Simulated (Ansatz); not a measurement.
# Sn (Fd-3m) in Ansatz: a series of runs

The runs below take Sn through relaxation of cell and atoms, single point, with LDA, PBEsol, PBE.

Everything below comes from runs of Ansatz 0.2.0. Logs are shortened: lines on timing, memory, paths and dates and some standing lists are left out, and cuts for length are marked.

## 1. The crystal as given

The structure is cubic, space group Fd-3m (No. 227). Conventional cell: a = 6.467 Å, b = 6.467 Å, c = 6.467 Å, α = 90.00°, β = 90.00°, γ = 90.00°. Sn (site symmetry -43m) is surrounded by 4 Sn at 2.80 Å.

This isn't the form of Sn at room conditions, which is tetragonal (white tin).

## 2. Relaxation of cell and atoms, LDA

File input.yaml:

```yaml
crystal:
  lattice:
    - [0.0, 3.2333428, 3.2333428]
    - [3.2333428, 0.0, 3.2333428]
    - [3.2333428, 3.2333428, 0.0]
  atoms:
    - { symbol: Sn, position: [0.75, 0.75, 0.75] }
    - { symbol: Sn, position: [0.5, 0.5, 0.5] }
hamiltonian:
  xc: lda
  pseudopotentials: { kind: paw }
kpoints:
  mp_grid: { grid: [7, 7, 7] }
scf:
  occupations: { method: fermi_dirac, width: 0.05 }
output:
  forces: true
  stress: true
  write_density: true
  write_potential: true
  elf: true
  volumetric_format: npy
relax:
  f_tol: 0.01
  max_steps: 40
  cell: { stress_tol: 0.05 }
```

Potentials or basis: Ansatz PAW.

Command:

```
> ansatz run input.yaml --threads 2 --pin off --max-ram 5632MiB --backend cpu --events-out ev --progress --plain --runs-dir out
```

What it wrote:

```text
Warning: RAYON_NUM_THREADS=2 ignored (pool sized by the plan → 2); use --threads N
Engine: ansatz 0.2.0, x86_64-unknown-linux-gnu
Pseudopotentials: kind: paw
Pseudopotential: Sn, paw, valence charge 14, recommended cutoff 420 eV (normal), Sn.paw.azcp
Functional definition: SPW92
  exchange = slater_x
  correlation = pw_c
Crystal: 2 atoms, lattice volume = 67.606 Å³
Basis set: ecut = 420 eV, 1363 PW (Γ)
Bands: 18, of which v1, the nominal top of the filled ones, is band 14 counted from 1 (13 counted from 0)
Symmetry: 48 space group operations
Space group: Fd-3m (ITA 227), of the structure as read, at distance tolerance 4.1e-5 Å
k-points: 20 of 343
Non-local potential: Sn, projectors of the file, l = 0: 2, l = 1: 2, l = 2: 2, l = 3: 2
PAW form: soft (Blöchl's): semilocal exchange-correlation on the pseudo side does not see the compensation charge
PAW frozen core: Sn, regenerated for the run's functional, and the local potential with it (the file was generated under x = pbe(κ = 0.804, μ = 0.2195149727645171), c = pbe(β = 0.06672455060314922))
PAW one-centre angular grid: Sn, 590 points (default); XC on 64 Gauss nodes
Initial density: superposition of atomic densities (neutral atoms: chi_scale 0, normalization atom), corrected by the library's trained network
Initial wavefunctions: pseudopotential atomic-orbital guess
Functional: x = slater, c = lda
SCF iter   1: F=—  HF=-11759.016880 eV  |F-HF|=—  |Δ(HF+E_count)|=         —  Δρ=6.11e-3  dr2=1.09e-2  ethr=1.77e-3  ⟨swp⟩=6.1  Hψ=1989  notcnv=0
preconditioner: auto → none  [insulator: Δε(μ)=0.206 eV  Ē_g=20.022 eV  σ=0.050 eV  W_gap=0.65  n_scr=14 (ndim 8)  ℏωp=23.9 eV  f_vac=0.091  D(μ)=0.28/eV (n_scr^D=0)  ε∞_Penn≈2.4]
SCF iter   2: F=—  HF=-11759.012444 eV  |F-HF|=—  |Δ(HF+E_count)|=   4.44e-3  Δρ=1.87e-3  dr2=9.65e-4  ethr=3.88e-5  ⟨swp⟩=2.0  Hψ=874  notcnv=0
SCF iter   3: F=—  HF=-11759.012451 eV  |F-HF|=—  |Δ(HF+E_count)|=   6.19e-6  Δρ=5.57e-4  dr2=8.99e-5  ethr=3.44e-6  ⟨swp⟩=1.0  Hψ=360  notcnv=0
SCF iter   4: F=—  HF=-11759.012464 eV  |F-HF|=—  |Δ(HF+E_count)|=   1.35e-5  Δρ=2.19e-5  dr2=3.76e-7  ethr=3.21e-7  ⟨swp⟩=1.0  Hψ=360  notcnv=0
iter 5 did not close the SCF: its close was put off for the readings that it lacked (scf_convergence_deferred on its scf_iter line)
SCF iter   5: F=-11759.012464 eV  HF=-11759.012464 eV  |F-HF|=3.38e-10  |Δ(HF+E_count)|=   1.35e-7  Δρ=2.22e-6  dr2=3.54e-9  ethr=1.34e-9  ⟨swp⟩=2.5  Hψ=475  notcnv=0
SCF iter   6: F=-11759.012464 eV  HF=-11759.012464 eV  |F-HF|=5.46e-11  |Δ(HF+E_count)|=  9.28e-11  Δρ=2.44e-7  dr2=5.99e-11  ethr=1.27e-11  ⟨swp⟩=5.5  Hψ=1943  notcnv=0
SCF 1 converged in 6 iterations: F = -11759.012464 eV  dr2 = 5.99e-11
relax step   1: F+E_penalty+E_count = -11759.01246421 eV  Δ(F+E_penalty+E_count) = +0.000e0 eV  max|allowed force component| = 6.939e-18 eV/Å  Δτ_max = 0.0000 Å  P = +0.165 GPa  Ω = 67.606 Å³  (6 SCF iters, dr2 threshold 1.00e-7 eV, accepted)
Crystal: 2 atoms, lattice volume = 68.003 Å³
Initial density: handed on by an earlier stage of this run
Initial wavefunctions: those handed on with the density
iter 1 solved again at ethr=2.51e-7 eV; its pass at ethr=3.10e-3 eV (dr2=7.04e-5 eV) is discarded
SCF iter   1: F=—  HF=-11759.012495 eV  |F-HF|=—  |Δ(HF+E_count)|=         —  Δρ=1.99e-4  dr2=3.13e-5  ethr=2.51e-7  ⟨swp⟩=3.0  Hψ=2199  notcnv=0
preconditioner: auto → none  [insulator: Δε(μ)=0.183 eV  Ē_g=20.071 eV  σ=0.050 eV  W_gap=0.61  n_scr=14 (ndim 8)  ℏωp=23.8 eV  f_vac=0.086  D(μ)=0.31/eV (n_scr^D=0)  ε∞_Penn≈2.4]
SCF iter   2: F=—  HF=-11759.012488 eV  |F-HF|=—  |Δ(HF+E_count)|=   6.83e-6  Δρ=9.25e-5  dr2=5.49e-6  ethr=1.12e-7  ⟨swp⟩=1.0  Hψ=360  notcnv=0
SCF iter   3: F=-11759.012488 eV  HF=-11759.012488 eV  |F-HF|=4.08e-9  |Δ(HF+E_count)|=   3.22e-7  Δρ=8.41e-6  dr2=2.89e-8  ethr=2.44e-10  ⟨swp⟩=7.7  Hψ=2315  notcnv=0
SCF 2 converged in 3 iterations: F = -11759.012488 eV  dr2 = 2.89e-8
relax step   2: F+E_penalty+E_count = -11759.01248786 eV  Δ(F+E_penalty+E_count) = -2.365e-5 eV  max|allowed force component| = 3.238e-17 eV/Å  Δτ_max = 0.0000 Å  P = -0.096 GPa  Ω = 68.003 Å³  energy of the carried Pulay correction = -6.020e-5 eV  (3 SCF iters, dr2 threshold 6.83e-8 eV, accepted)
Crystal: 2 atoms, lattice volume = 67.856 Å³
iter 1 solved again at ethr=3.62e-8 eV; its pass at ethr=3.10e-3 eV (dr2=1.01e-5 eV) is discarded
SCF iter   1: F=—  HF=-11759.012555 eV  |F-HF|=—  |Δ(HF+E_count)|=         —  Δρ=6.90e-5  dr2=3.97e-6  ethr=3.62e-8  ⟨swp⟩=3.0  Hψ=2185  notcnv=0
preconditioner: auto → none  [insulator: Δε(μ)=0.189 eV  Ē_g=20.079 eV  σ=0.050 eV  W_gap=0.62  n_scr=14 (ndim 8)  ℏωp=23.9 eV  f_vac=0.084  D(μ)=0.30/eV (n_scr^D=0)  ε∞_Penn≈2.4]
SCF iter   2: F=—  HF=-11759.012554 eV  |F-HF|=—  |Δ(HF+E_count)|=   7.76e-7  Δρ=3.09e-5  dr2=6.50e-7  ethr=1.42e-8  ⟨swp⟩=1.1  Hψ=361  notcnv=0
SCF iter   3: F=-11759.012554 eV  HF=-11759.012554 eV  |F-HF|=9.48e-10  |Δ(HF+E_count)|=   7.86e-8  Δρ=3.26e-6  dr2=3.57e-9  ethr=8.24e-11  ⟨swp⟩=6.9  Hψ=2131  notcnv=0
SCF 3 converged in 3 iterations: F = -11759.012554 eV  dr2 = 3.57e-9
relax step   3: F+E_penalty+E_count = -11759.01255426 eV  Δ(F+E_penalty+E_count) = -6.640e-5 eV  max|allowed force component| = 2.284e-17 eV/Å  Δτ_max = 0.0000 Å  P = -0.001 GPa  Ω = 67.856 Å³  energy of the carried Pulay correction = -3.803e-5 eV  (3 SCF iters, dr2 threshold 2.31e-8 eV, accepted)
Initial wavefunctions: pseudopotential atomic-orbital guess (no wavefunctions were taken with the density)
iter 1 solved again at ethr=1.88e-7 eV; its pass at ethr=3.10e-3 eV (dr2=5.26e-5 eV) is discarded
SCF iter   1: F=—  HF=-11759.012589 eV  |F-HF|=—  |Δ(HF+E_count)|=         —  Δρ=3.09e-6  dr2=3.57e-9  ethr=1.88e-7  ⟨swp⟩=2.8  Hψ=2816  notcnv=0
eigensolver tolerance schedule: the retry pair's looser diagonalisation over-reported the residual by 14736.30 of it (diagonalisation noise at 8.34 of the residual, at the tolerance the schedule requests for it); recorded, not acted on — ethr = c·dr2/N_el stays at c = 1.0e-1
SCF iter   2: F=—  HF=-11759.012588 eV  |F-HF|=—  |Δ(HF+E_count)|=   1.25e-6  Δρ=1.83e-6  dr2=9.11e-10  ethr=1.27e-11  ⟨swp⟩=3.7  Hψ=922  notcnv=0
SCF iter   3: F=—  HF=-11759.012588 eV  |F-HF|=—  |Δ(HF+E_count)|=  6.24e-10  Δρ=4.69e-7  dr2=8.06e-11  ethr=3.25e-12  ⟨swp⟩=2.1  Hψ=639  notcnv=0
SCF iter   4: F=-11759.012588 eV  HF=-11759.012588 eV  |F-HF|=5.46e-12  |Δ(HF+E_count)|=  5.28e-11  Δρ=6.73e-8  dr2=2.90e-12  ethr=1.00e-12  ⟨swp⟩=6.7  Hψ=1818  notcnv=0
SCF 4 converged in 4 iterations: F = -11759.012588 eV  dr2 = 2.90e-12
relax step   4: F+E_penalty+E_count = -11759.01258780 eV  Δ(F+E_penalty+E_count) = -3.354e-5 eV  max|allowed force component| = 2.747e-17 eV/Å  Δτ_max = 0.0000 Å  P = -0.001 GPa  Ω = 67.856 Å³  stress off target by 6.84e-4 GPa  SCF on the basis re-selected at this cell (its energy is not comparable with the rows above)  (4 SCF iters)
basis re-selected at this cell: Δ(F+E_penalty+E_count) = -3.354e-5 eV, ΔP = -0.000 GPa vs the last step (what re-selecting the basis moved, of the pressure what is left beyond the Pulay correction that the steps carried, after the strain that the cell walked since its last selection, with what the two solves' SCF thresholds leave and, on support functions, any second-order correction that the steps lacked; it is no measure of the basis error at this ecutwfc). This SCF's stress stands 6.84e-4 GPa from its target on what of the cell is left free (relax.cell.stress_tol is 5.00e-2 GPa) and its largest allowed force component is 2.75e-17 eV/Å (relax.f_tol is 1.00e-2 eV/Å): within both
SCF converged after 4 iterations
Free energy (F): -11759.012588 eV
Harris-Foulkes:  -11759.012588 eV  (|F-HF|=5.46e-12)
Internal energy: -11759.009990 eV  (E = F + TS)
E sigma→0 (E₀):  -11759.011289 eV
Entropy (-TS):   -0.002597 eV (-1.299 meV/atom)
Fermi energy:    7.475757 eV
--- Per-component energies (eV) ---
  E_band       = -253.694914
  E_kinetic    = 377.403288
  E_local      = -2303.656842  (includes V_loc(G=0)·N_el)
  E_nonlocal   = -55.296213
  E_hartree    = 1319.715380
  E_xc         = -757.247925
  E_vxc        = -196.440539  (∫ρ·V_xc dr)
  E_paw        = -7992.649179  (= ΣΔE_a)
  E_vpaw       = -715.135415  (= ΣTr[D̂ρ^β])
  E_aug_tail   = -0.000001  (compensation charges beyond the density's cutoff)
  E_ewald      = -2348.128296
  E_core_change = 0.849796  (= ΣΔE_core)
  E_smearing   = -0.002597  (= −TS)
  E_closure    = -0.000000  (closes the sum)
  Σ components = -11759.012588   (vs F -11759.012588, Δ=0.00e0)
--- Forces (eV/Å), atoms counted from 1 ---
  atom   1  Sn     0.00000000    -0.00000000     0.00000000
  atom   2  Sn     0.00000000     0.00000000    -0.00000000
  max |Σ_I F_I| component: 9.25e-18 eV/Å
--- Stress (GPa, compression-positive) ---
       -0.000684      -0.000000      -0.000000
       -0.000000      -0.000684       0.000000
       -0.000000      -0.000000      -0.000684
  P = ⅓ Tr σ = -0.0007 GPa (-0.007 kbar)
--- Band table (eV; the first three rows and the last of 20) ---
  k-point 0: bands = ["-14.0294", "-14.0294", "-14.0294", "-13.9670", "-13.9670", "-13.6493", "-13.6493", "-13.6493", "-13.6389", "-13.6389", "-3.1247", "6.7829", "7.6760", "7.6760", "7.6760", "9.7395", "9.7395", "9.7395"]
  k-point 1: bands = ["-14.0428", "-14.0428", "-14.0244", "-13.9477", "-13.9477", "-13.6750", "-13.6750", "-13.6556", "-13.6166", "-13.6166", "-2.9269", "5.0600", "7.3209", "7.3209", "8.0957", "10.1926", "10.1926", "10.6002"]
  k-point 2: bands = ["-14.0587", "-14.0587", "-14.0129", "-13.9202", "-13.9202", "-13.6987", "-13.6987", "-13.6704", "-13.5994", "-13.5994", "-2.3650", "2.9894", "6.8014", "6.8014", "7.7595", "10.7315", "10.7315", "12.5419"]
  k-point 19: bands = ["-14.1044", "-14.0914", "-13.9190", "-13.8490", "-13.8294", "-13.7963", "-13.7902", "-13.7360", "-13.5612", "-13.5485", "-0.4089", "0.4890", "4.2229", "5.0440", "9.7486", "11.4678", "12.0870", "12.1160"]
--- Relaxed structure (3 steps of the walk, 3 accepted, 1 SCFs on fresh bases) ---
  F+E_penalty+E_count = -11759.01258780 eV   max|allowed force component| = 2.747e-17 eV/Å   (the final SCF, on the basis selected at the relaxed cell)
  cell:  # Å, volume = 67.8563 Å³
    - [-4.776911280839616e-34, 3.2373283261594645, 3.2373283261594645]
    - [3.2373283261594645, 3.057223219737354e-34, 3.2373283261594645]
    - [3.2373283261594645, 3.2373283261594645, -7.006136545231436e-35]
  atoms:
    - { symbol: Sn, position: [0.7500000000000001, 0.7500000000000001, 0.7500000000000001] }
    - { symbol: Sn, position: [0.5, 0.5, 0.5] }
```

It took 13 s on 2 threads of Intel Xeon at 2.50GHz (Skylake/Cascade Lake), shared host; peak memory 0.35 GiB.

Results:

| Quantity | Value |
| --- | --- |
| Free energy | -11759.0126 eV |
| Relaxed volume | 33.93 Å³/atom |
| Relaxed cell | a = 4.578 Å, b = 4.578 Å, c = 4.578 Å, α = 60.00°, β = 60.00°, γ = 60.00° |
| Space group after relaxing (to 0.05 Å) | Fd-3m (No. 227) |
| Energy gained by relaxing | 0.1 meV/atom |
| Ionic steps | 4 |
| Pressure after relaxing | 0.0 GPa |
| Band gap on the k mesh | none (metal or under the smearing width) |

The path:
| step | energy change (eV) | largest force (eV/Å) | volume (Å³) |
| --- | --- | --- | --- |
| 1 | 0.0000 | 0.0000 | 67.61 |
| 2 | 0.0000 | 0.0000 | 68.00 |
| 3 | -0.0001 | 0.0000 | 67.86 |
| 4 | -0.0001 | 0.0000 | 67.86 |

Final structure:
```xyz
2
Lattice="0.0000 3.2373 3.2373 3.2373 0.0000 3.2373 3.2373 3.2373 0.0000" Properties=species:S:1:pos:R:3 pbc="T T T"
Sn    4.8560    4.8560    4.8560
Sn    3.2373    3.2373    3.2373
```

Levels at points of the mesh, in eV from the Fermi level:
```tsv
k point	band 12	band 13	band 14	band 15	band 16	band 17
(0.00, 0.00, 0.00)	-0.69	0.20	0.20	0.20	2.26	2.26
```

Caveat: the plane-wave basis is chosen anew once the cell has moved, so the energies of steps on either side of that aren't comparable; the PAW data sets come from PBE, with cores solved anew for the run's functional, which leaves a small shift of forces and pressure.

(Continued in part 2 of 2.)
